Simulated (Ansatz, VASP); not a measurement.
One calculation of Al, two programs

Contents of INCAR:

```
SYSTEM = Al
PREC = Accurate
ENCUT = 520
EDIFF = 1E-7
ISMEAR = -1
SIGMA = 0.1
LREAL = .False.
LASPH = .True.
NELM = 100
ALGO = Normal
ISIF = 2
LWAVE = .False.
LCHARG = .False.
GGA = RE
NBANDS = 8
```

The input KPOINTS:

```
Automatic mesh
0
Gamma
  22 22 22
  0 0 0
```

The input POSCAR:

```
Al
1.0
    0.0000000000      2.0822851677      2.0822851677
    2.0822851677      0.0000000000      2.0822851677
    2.0822851677      2.0822851677      0.0000000000
Al
1
Direct
    0.0000000000      0.0000000000      0.0000000000
```

Input for Ansatz:

```yaml
crystal:
  lattice:
    - [0.0, 2.0822851677, 2.0822851677]
    - [2.0822851677, 0.0, 2.0822851677]
    - [2.0822851677, 2.0822851677, 0.0]
  atoms:
    - { symbol: Al, position: [0.0, 0.0, 0.0] }
hamiltonian:
  xc: revpbe
  pseudopotentials:
    kind: paw
    azcp:
      Al: "pseudopotentials/Al.paw.azcp"
basis:
  ecutwfc: 420
  fft_grid_basis: typed
kpoints:
  mp_grid: { grid: [22, 22, 22], shift: [0, 0, 0] }
magnetization:
  spin_polarized: false
scf:
  occupations: { method: fermi_dirac, width: 0.1 }
output:
  stress: true
```

Alike in both runs: task single point; functional revPBE; k mesh 22 × 22 × 22; occupations fermi-dirac, width 0.1 eV; no spin polarisation.

|  | VASP | Ansatz |
| --- | --- | --- |
| version | VASP 6.6.1 | Ansatz 0.2.0 |
| potentials or method | VASP PAW PBE potentials, release 64 (Al) | plane waves (420 eV) with PAW, scalar-relativistic |
| plane-wave cutoff (eV) | 520 | 420 |
| valence electrons in the cell | 3 | 3 |

|  | VASP | Ansatz | Ansatz less VASP |
| --- | --- | --- | --- |
| pressure (GPa) | -5.0 | -4.8 | +0.13 |

Caveats: the PAW data sets were made with another functional, which shifts forces and pressure a little (VASP).
